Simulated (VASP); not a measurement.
A run of VASP 6.6.1:

INCAR

```
SYSTEM = In
PREC = Accurate
ENCUT = 520
EDIFF = 1E-6
ISMEAR = 0
SIGMA = 0.02
LREAL = .False.
LASPH = .True.
NELM = 80
ALGO = Fast
ISIF = 2
LWAVE = .False.
LCHARG = .False.
GGA = PE
NBANDS = 12
```

The input KPOINTS:

```
Automatic mesh
0
Gamma
  10 10 10
  0 0 0
```

The input POSCAR:

```
In
3.2606
   -0.577355468319      0.577355468319      0.577355468319
    0.577355468319     -0.577355468319      0.577355468319
    0.577355468319      0.577355468319     -0.577355468319
In
1
Direct
    0.0000000000      0.0000000000      0.0000000000
```

Potentials or basis: VASP PAW PBE potentials, release 54 (In_d).

The run is started by

```bash
$ cat potpaw_PBE.54/In_d/POTCAR > POTCAR
$ mpirun -np 1 vasp_std > vasp.out
```

Hardware: 1 thread of Intel(R) Xeon(R) Platinum 8375C CPU @ 2.90GHz (Ice Lake) (shared host).

Task: Estimate the wall time of this run.

Result: Run time: 12 s on 1 thread of Intel(R) Xeon(R) Platinum 8375C CPU @ 2.90GHz (Ice Lake), on a shared host, peak memory 0.13 GiB. Counts: scf iterations 13, k points 47.
